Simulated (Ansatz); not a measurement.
The system is ZnO.

```xyz
4
Lattice="3.2880 0.0000 0.0000 -1.6440 2.8475 0.0000 0.0000 0.0000 7.1304" Properties=species:S:1:pos:R:3 pbc="T T T"
Zn    0.0000    0.0000    1.7826
Zn    0.0000    0.0000    5.3478
O     1.6440    0.9492    5.3478
O     0.0000    1.8983    1.7826
```

Measurements of this composition are mostly on another form, of space group No. 186.

Base run:

- Program: Ansatz 0.2.0
- Functional: PBE0
- Potentials or basis: Ansatz PAW
- Cutoff: 420 eV (not typed: the program's choice for these potentials)
- k mesh: 6 × 6 × 4
- Occupations: fermi-dirac, width 0.05 eV
- Spin: no spin polarisation

Its results: band gap on the k mesh 3.12 eV, direct; pressure -3.2 GPa.

Question: The run is repeated on the same cell with these changes: functional from PBE0 to HSE06. What comes out?

Answer: Band gap on the k mesh 2.42 eV, direct; pressure -3.0 GPa.

Caveats: the PAW data sets come from PBE, with cores solved anew for the run's functional, which leaves a small shift of forces and pressure; the thresholds are loose for stress.
